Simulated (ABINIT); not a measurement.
Ga: equation of state with PBEsol

Crystal: Ga.

```
Ga
1.0
     2.77842    0.00000    0.00000
     0.00000    3.28161    0.00000
    -1.34343    0.00000    3.99027
Ga
2
Direct
  0.13460 0.75000 0.77017
  0.86540 0.25000 0.22983
```

This isn't the form of Ga at room conditions, which is orthorhombic.

```json
{"Program": "ABINIT 10.8.3 (patched build)", "Task": "equation of state", "Functional": "PBEsol", "Potentials or basis": "PseudoDojo NC SR PBEsol v0.4.1 standard", "Cutoff": "1088 eV", "k mesh": "10 × 8 × 7", "Occupations": "fermi-dirac, width 0.05 eV", "Spin": "no spin polarisation"}
```

```json
{
  "Equilibrium volume": "18.03 Å³/atom",
  "Bulk modulus at fixed shape and positions": "60 GPa",
  "Pressure derivative of the bulk modulus": "4.8"
}
```

Energy against volume, from the lowest point:
| volume (Å³/atom) | energy (meV/atom) |
| --- | --- |
| 17.100 | 9.72 |
| 17.463 | 3.26 |
| 17.827 | 0.14 |
| 18.191 | 0.00 |
| 18.555 | 2.47 |
| 18.919 | 7.26 |
| 19.283 | 14.18 |

Run time: 24 min on 1 thread of Arm Neoverse V1, with other jobs on the host, peak memory 0.25 GiB.

Caveat: pressures at fixed basis lie under the slope of the energies; the cell was scaled at fixed shape and fractional positions, which overstates the stiffness of a crystal with free parameters, most of all of layers and chains.
